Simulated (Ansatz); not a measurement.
Reactions of F$_{3}$HSi (`F[SiH](F)F`).

Calculated with Ansatz (gas phase, PBE0-D4/def2-TZVP geometries, no zero-point term in ΔE). CCSD(T)/CBS is the MP2 limit (def2-TZVPP, def2-QZVPP) plus CCSD(T) − MP2 in def2-TZVPP, frozen cores. This one scheme is used for every species, atoms too. DFT in def2-TZVPP. No spin–orbit coupling; open shells (•) take unrestricted orbitals. Spin–orbit coupling would lower the free atoms: a little for F. One conformer a species, not always the lowest.

```csv
reaction,PBE0-D4 (kcal/mol),r2SCAN-D4 (kcal/mol),CCSD(T)/CBS(def2) (kcal/mol)
`F[SiH](F)F` + F• → `F[Si](F)F`• + H–F,-36.2,-37.6,-36.1
`F[SiH](F)F` + `O[SiH2]O` → `O[SiH2]O[SiH](F)F` + H–F,4.4,5.8,4.2
`F[SiH](F)F` + H₂O → `O[SiH](F)F` + H–F,7.9,8.9,8.7
`F[SiH](F)F` + `O[SiH2]S` → `F[SiH](F)O[SiH2]S` + H–F,5.2,6.7,4.9
`F[SiH](F)F` + acetic acid → `CC(=O)O[SiH](F)F` + H–F,13.7,14.7,13.1
```

Largest T1 diagnostic: 0.015, for `CC(=O)O`.
